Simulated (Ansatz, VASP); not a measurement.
**One calculation of KBr, two programs**

Contents of INCAR:

```
SYSTEM = KBr
AGGAC    = 1.0          
AGGAX    = 1.0          
ALDAC    = 0.0          
ALDAX    = 1.0          
ALGO     = Normal         ! electronic algorithm
EDIFF    = 1E-7           ! SCF threshold, eV
ENCUT    = 520            ! plane-wave cutoff, eV
GGA      = B5             ! functional
ISIF     = 2              ! what is computed and relaxed
ISMEAR   = -1             ! smearing method
LASPH    = .True.         ! aspherical terms in the spheres
LCHARG   = .False.        ! write CHGCAR
LREAL    = .False.        ! projectors in reciprocal space
LWAVE    = .False.        ! write WAVECAR
NBANDS   = 15             ! bands
NELM     = 100            ! most SCF steps
PREC     = Accurate       ! precision mode
SIGMA    = 0.05           ! smearing width, eV
```

The input KPOINTS:

```
k-points
0
Gamma
  7 7 7
  0 0 0
```

File POSCAR:

```
KBr
1.0
    0.0000000000      3.2778516817      3.2778516817
    3.2778516817      0.0000000000      3.2778516817
    3.2778516817      3.2778516817      0.0000000000
Br K
1 1
Direct
    0.5000000000      0.5000000000      0.5000000000
    0.0000000000      0.0000000000      0.0000000000
```

File input.yaml:

```yaml
crystal:
  lattice:
    - [0.0, 3.2778516817, 3.2778516817]
    - [3.2778516817, 0.0, 3.2778516817]
    - [3.2778516817, 3.2778516817, 0.0]
  atoms:
    - { symbol: Br, position: [0.5, 0.5, 0.5] }
    - { symbol: K, position: [0.0, 0.0, 0.0] }
hamiltonian:
  xc: blyp
  pseudopotentials: { kind: paw }
kpoints:
  mp_grid: { grid: [7, 7, 7] }
scf:
  occupations: { method: fermi_dirac, width: 0.05 }
output:
  forces: true
  stress: true
  eigenvalues: true
```

Alike in both runs: task single point; functional BLYP; k mesh 7 × 7 × 7; occupations fermi-dirac, width 0.05 eV; no spin polarisation.

```csv
,VASP,Ansatz
version,VASP 6.6.1,Ansatz 0.2.0
potentials or method,"VASP PAW PBE potentials, release 64 (Br, K_sv)",Ansatz PAW
plane-wave cutoff (eV),520,420
valence electrons in the cell,16,16
```

```csv
,VASP,Ansatz,Ansatz less VASP
gap on the k mesh at the Fermi level (eV),4.51,4.49,-0.011
least direct gap on the mesh (eV),4.51,4.49,-0.011
pressure (GPa),1.9,1.9,-0.05
```

Caveats: the PAW data sets were made with another functional, which shifts forces and pressure a little (VASP); odd divisions of the mesh miss points on the zone boundary, where band edges often lie, so the gap on the mesh can be too wide (Ansatz); the PAW data sets come from PBE, with cores solved anew for the run's functional, which leaves a small shift of forces and pressure (Ansatz). A hybrid or GW would open this gap; BLYP tends to underestimate it.
